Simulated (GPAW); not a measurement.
HfO2:

```
Hf O
1.0
     3.55802    0.00000    0.00000
     0.00000    3.55802    0.00000
     0.00000    0.00000    5.17186
Hf O
2 4
Direct
  0.00000 0.00000 0.00000
  0.50000 0.50000 0.50000
  0.00000 0.50000 0.19721
  0.50000 0.00000 0.30279
  0.50000 0.00000 0.80279
  0.00000 0.50000 0.69721
```

Measurements of this composition are mostly on another form, of space group No. 14.

Base run:

```yaml
Program: GPAW 26.7.0
Functional: vdW-DF-cx
Potentials_or_basis: GPAW PAW data sets (gpaw-data 1.2.1)
Cutoff: 800 eV
Basis: pw
k_mesh: 7 × 7 × 5
Occupations: fermi-dirac, width 0.05 eV
Spin: no spin polarisation
```

Its results: band gap on the k mesh 4.72 eV, indirect (least direct gap 4.79 eV); largest force 0.266 eV/Å.

Q: After a change of settings the same cell gave: band gap on the k mesh 4.85 eV, indirect (least direct gap 4.93 eV); largest force 0.376 eV/Å. Which change was it?
A. functional from vdW-DF-cx to LDA; potentials or basis from GPAW PAW data sets (gpaw-data 1.2.1) to the program's PAW data sets (release 1.2.1) made for this functional
B. functional from vdW-DF-cx to AM05; potentials or basis from GPAW PAW data sets (gpaw-data 1.2.1) to PAW data sets generated in the run's folder for this functional
C. functional from vdW-DF-cx to TPSS
D. functional from vdW-DF-cx to PBEsol; potentials or basis from GPAW PAW data sets (gpaw-data 1.2.1) to PAW data sets generated in the run's folder for this functional

A: C.

Caveats: the PAW data sets were made with another functional, which shifts forces and pressure a little; spin-orbit coupling is left out, which moves the levels of the heavy elements; an odd mesh through Γ misses points on the zone boundary, where band edges often lie.
